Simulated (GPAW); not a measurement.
# NbAs (I4_1md) in GPAW: equation of state

How stiff is NbAs in PBEsol, and what volume does it want? The cell is scaled to several volumes.

Program: GPAW 26.7.0. These are calculated values, not measurements. Logs are shortened: lines on timing, memory, paths and dates and some standing lists are left out, and cuts for length are marked. The log counts tension as positive stress, the text compression.

### Step 1. The structure

The structure is tetragonal, space group I4_1md (No. 109). Conventional cell: a = 3.452 Å, b = 3.452 Å, c = 11.680 Å, α = 90.00°, β = 90.00°, γ = 90.00°. Nb (site symmetry 2mm) has 6 As at 2.60 to 2.63 Å as nearest neighbours. As (site symmetry 2mm) has 6 Nb at 2.60 to 2.63 Å as nearest neighbours.

### Step 2. Equation of state, PBEsol

run.py reads:

```python
from ase import Atoms
from ase.eos import EquationOfState
from ase.io import Trajectory
from ase.units import GPa
from ase.parallel import parprint
from gpaw import GPAW, PW, setup_paths

setup_paths.insert(0, '.')

atoms = Atoms(['Nb', 'Nb', 'As', 'As'],
              cell=[[-1.72585, 1.72585, 5.84],
                    [1.72585, -1.72585, 5.84],
                    [1.72585, 1.72585, -5.84]],
              scaled_positions=[[0.5, 0.0, 0.5],
                                [0.75, 0.75, 0.0],
                                [0.916, 0.416, 0.5],
                                [0.166, 0.166, 0.0]],
              pbc=True)

traj = Trajectory('eos.traj', 'w')
volumes, energies = [], []
for x in [0.94, 0.96, 0.98, 1.0, 1.02, 1.04, 1.06]:
    a = atoms.copy()
    a.set_cell(atoms.cell * x**(1 / 3), scale_atoms=True)
    calc = GPAW(mode=PW(600),
                xc='PBEsol',
                kpts={'size': (11, 11, 11), 'gamma': True},
                occupations={'name': 'fermi-dirac', 'width': 0.05},
                nbands=34,
                convergence={'density': 1e-05, 'energy': 1e-05},
                maxiter=150,
                txt=f'eos-{x:.2f}.txt')
    a.calc = calc
    energies.append(a.get_potential_energy(force_consistent=True))
    volumes.append(a.get_volume())
    p = -a.get_stress()[:3].mean() / GPa
    calc.write(f'eos-{x:.2f}.gpw')
    traj.write(a)
    parprint(f'{x:.2f} {volumes[-1]:10.4f} A^3 {energies[-1]:14.6f} eV {p:9.3f} GPa', flush=True)

v0, e0, B = EquationOfState(volumes, energies, eos='birchmurnaghan').fit()
parprint(f'V0 = {v0:.4f} A^3, E0 = {e0:.6f} eV, B0 = {B / GPa:.2f} GPa')
```

Potentials or basis: PAW data sets generated in the run's folder for this functional, pw.

Started as:

```bash
gpaw-setup -f PBEsol As Nb
OMP_NUM_THREADS=1 mpirun -n 4 gpaw python run.py
```

Output:

```text
__  _  _
 | _ |_)|_||  |
 |__||  | ||/\| - 26.7.0

Input parameters:
  mode=PW(ecut=600.0),
  convergence={'density': 1e-05, 'energy': 1e-05},
  kpts=MonkhorstPack(size=(11, 11, 11), gamma=True),
  maxiter=150,
  nbands=34,
  occupations=Occupations(name='fermi-dirac', width=0.05),
  xc=XC(name='PBEsol')

Diagonalizing LCAO Hamiltonian
Converting LCAO to pw mode

       Nb

        As

       As

        Nb

Atoms  # Å, Bohr magnetons
|   | symbol |         x |         y |        z |    initial magnetic moments |
|---|--------|-----------|-----------|----------|-----------------------------|
| 0 |     Nb |  0.000000 |  1.690619 | 0.000000 | ( 0.0000,  0.0000,  0.0000) |
| 1 |     Nb |  0.000000 | -0.000000 | 8.581174 | ( 0.0000,  0.0000,  0.0000) |
| 2 |     As | -0.000000 |  1.690619 | 4.759691 | ( 0.0000,  0.0000,  0.0000) |
| 3 |     As | -0.000000 |  0.000000 | 1.899300 | ( 0.0000,  0.0000,  0.0000) |

Unit cell  # Å
| periodic |         x |         y |         z |  lengths |     angles |
|----------|-----------|-----------|-----------|----------|------------|
|      yes | -1.690619 |  1.690619 |  5.720783 | 6.200302 | 148.353918 |
|      yes |  1.690619 | -1.690619 |  5.720783 | 6.200302 | 148.353918 |
|      yes |  1.690619 |  1.690619 | -5.720783 | 6.200302 |  45.363182 |

Number of symmetries: 4
Symmetry operations  # r_c * U_cc + t_c -> r_c
|   | kind |            matrix            |
|---|------|------------------------------|
| 0 |  σ   |  1, 1, 1,  0, 0,-1,  0,-1, 0 |
| 1 |  E   |  1, 0, 0,  0, 1, 0,  0, 0, 1 |
| 2 |  C2  |  0, 1, 0,  1, 0, 0, -1,-1,-1 |
| 3 |  σ   |  0, 0,-1,  1, 1, 1, -1, 0, 0 |

BZ-sampling:
  Number of BZ points: 1331
  Number of IBZ points: 216

  Monkhorst-Pack size: [11, 11, 11]
  Monkhorst-Pack shift: [0, 0, 0]

K-points  # in reciprocal-cell coordinates
|     |                                coordinates |     weight |
|-----|--------------------------------------------|------------|
|   0 | (  0.00000000,   0.00000000,   0.00000000) | 0.00075131 |
|   1 | (  0.09090909,  -0.09090909,  -0.09090909) | 0.00150263 |
|   2 | (  0.09090909,  -0.09090909,   0.00000000) | 0.00300526 |
|   3 | (  0.09090909,  -0.09090909,   0.09090909) | 0.00150263 |
|   4 | (  0.09090909,   0.00000000,  -0.09090909) | 0.00300526 |
|   5 | (  0.09090909,   0.00000000,   0.00000000) | 0.00300526 |
|   6 | (  0.09090909,   0.09090909,  -0.09090909) | 0.00150263 |
|   7 | (  0.18181818,  -0.18181818,  -0.18181818) | 0.00150263 |
|   8 | (  0.18181818,  -0.18181818,  -0.09090909) | 0.00300526 |
|   9 | (  0.18181818,  -0.18181818,   0.00000000) | 0.00300526 |
| ... |                                            |            |
| 215 | (  0.45454545,   0.45454545,   0.45454545) | 0.00601052 |

Plane wave coefficients: 2219
Cutoff: 600.0 eV

Spin-components: 1 (collinear spins)
Bands:           34
Projectors:      22
Spin-degeneracy: 2
Datatype:        complex128

Parallelization:
  kpt:    4
  domain: 1
  band:   1

Density:
  Valence electrons: 36.0
  Components: 1
  Grid points: [36 36 36]
  Charge: 0.0  # |e|

Potential:
  Grid points: [36 36 36]

species:
  Nb:
    name:    Niobium
    Z:       41.0
    valence: 13
    core:    28
    charge:  0.0  # [|e|]
    compensation charges:
      type: gauss
      rc: 0.40  # [Å]
      lmax: 2
    cutoffs:
      filter: 2.35  # [Å]
      core: 1.51  # [Å]
    projectors
    | kind |    occ | energy [eV] | rcut [Å] |
    |------|--------|-------------|----------|
    |   4s |  2.000 |     -58.318 |    1.323 |
    |   5s |  1.000 |      -4.011 |    1.323 |
    |   4p |  6.000 |     -34.497 |    1.323 |
    |   5p |  0.000 |      -1.086 |    1.323 |
    |   4d |  4.000 |      -3.056 |    1.244 |
    |    d |        |      24.155 |    1.244 |

    Using partial waves for Nb as LCAO basis

  As:
    name:    Arsenic
    Z:       33.0
    valence: 5
    core:    28
    charge:  0.0  # [|e|]
    compensation charges:
      type: gauss
      rc: 0.33  # [Å]
      lmax: 2
    cutoffs:
      filter: 1.87  # [Å]
      core: 2.96  # [Å]
    projectors
    | kind |    occ | energy [eV] | rcut [Å] |
    |------|--------|-------------|----------|
    |   4s |  2.000 |     -14.495 |    1.058 |
    |   4p |  3.000 |      -5.197 |    1.058 |
    |    s |        |      12.716 |    1.058 |
    |    p |        |      22.014 |    1.058 |
    |    d |        |       0.000 |    1.058 |

    Using partial waves for As as LCAO basis

Reference energy: -330616.110155  # eV

eigensolver:
  PPCG
  Converge bands: occupied
  niter=2

density mixing:
  MSR1-Mixer
  Pratt-step length: 0.05
  Maximum mixing coefficient: 0.75
  Old densities: 10
  SVD Regularization: 0.005
  Good broyden scale: 1.0
  Trust region scale: 1.0
  Backstep threshold: 4.0
  History deletion threshold: 6.0
  Fourier metric: weight=20.0, sigma=0.015

occupation numbers:
  Fermi-Dirac:
    width: 0.0500  # eV

poisson solver:
  ecut: 4800.0  # eV

xc functional:
  name: PBEsol with 2 nearest neighbor stencil

convergence criteria:
- Maximum integral of absolute [dens]ity change: 1e-05 electrons / valence electron
- Maximum [total energy] change in last 3 cyles: 1e-05 eV / valence electron
- Maximum integral of absolute [eigenst]ate change: 4e-08 eV^2 / valence electron
maximum number of iterations: 150

SCF iterations
|iter     | |      energy | eigst |  dens |
|---------|-|-------------|-------|-------|
|iter:   1| |  -37.216498 | +0.13 |       |
|iter:   2| |  -36.734562 | -2.23 | -1.00 |
|iter:   3| |  -35.323245 | -1.06 | -1.05 |
|iter:   4| |  -35.304155 | -2.98 | -1.68 |
|iter:   5| |  -35.302227 | -3.39 | -1.98 |
|iter:   6| |  -35.302118 | -4.71 | -2.78 |
|iter:   7| |  -35.302106c| -6.09 | -3.49 |
|iter:   8| |  -35.302107c| -7.22 | -3.96 |
|iter:   9| |  -35.302105c| -7.68c| -3.95 |
|iter:  10| |  -35.302105c| -8.06c| -4.96 |
|iter:  11| |  -35.302105c| -9.06c| -5.55c|

Converged in 11 steps
Energy contributions relative to reference atoms: (reference = -330616.110155)

Energy contributions:
  Kinetic:          46.727338
  Coulomb:         -49.496223
  Zero:             -0.221452
  External:          0.000000
  Xc:              -32.308841
  Entropy:          -0.005853
  Spinorbit:         0.000000
  ----------------------------
  Free energy:     -35.305032
  Extrapolated:    -35.302105

dipole moment: (-21.878946, -1.675767, 26.315180)  # |e|*Ang

Fermi level: 11.386
Eigenvalues  # (at kpt = [0.000, 0.000, 0.000])
| band index |      eig [eV] | occ [0-2] |
|------------|---------------|-----------|
|          0 |       -43.514 |     2.000 |
|        ... |               |           |
|         10 |         4.856 |     2.000 |
|         11 |         8.352 |     2.000 |
|         12 |         9.043 |     2.000 |
|         13 |         9.043 |     2.000 |
|         14 |         9.159 |     2.000 |
|         15 |         9.553 |     2.000 |
[... 8 lines left out ...]
|         24 |        15.669 |     0.000 |
|         25 |        15.669 |     0.000 |
|        ... |               |           |
|         33 |        24.994 |     0.000 |

Gap: 0.028 eV
Transition (v -> c):
  (s=0, k=177, n=17, [0.45, 0.18, -0.45]) -> (s=0, k=34, n=18, [0.27, -0.18, 0.18])
Direct/indirect transitions are different
Direct gap: 0.091 eV
Transition at: (s=0, k=180, n=17, [0.45, 0.18, -0.18])

Stress tensor  # eV/Ang^3
|         x |         y |         z |
|-----------|-----------|-----------|
| -0.059419 |  0.000000 |  0.000000 |
|  0.000000 | -0.059419 |  0.000000 |
|  0.000000 |  0.000000 | -0.057323 |

# Writing to eos-0.94.gpw (mode='')
```

Wall time 17 min (4 MPI ranks of Arm Neoverse V2, shared host); peak memory 0.71 GiB.

Results:

- Equilibrium volume: 17.14 Å³/atom
- Bulk modulus at fixed shape and positions: 180 GPa
- Pressure derivative of the bulk modulus: 4.4

Energy against volume, from the lowest point:
```
volume (Å³/atom)  energy (meV/atom)
          16.351              22.08
          16.699               6.48
          17.047               0.00
          17.395               1.70
          17.743              10.72
          18.091              26.30
          18.438              47.74
```

Caveat: the cell was scaled at fixed shape and fractional positions, which overstates the stiffness of a crystal with free parameters, most of all of layers and chains; the program warned that so skewed a cell can give wrong results.
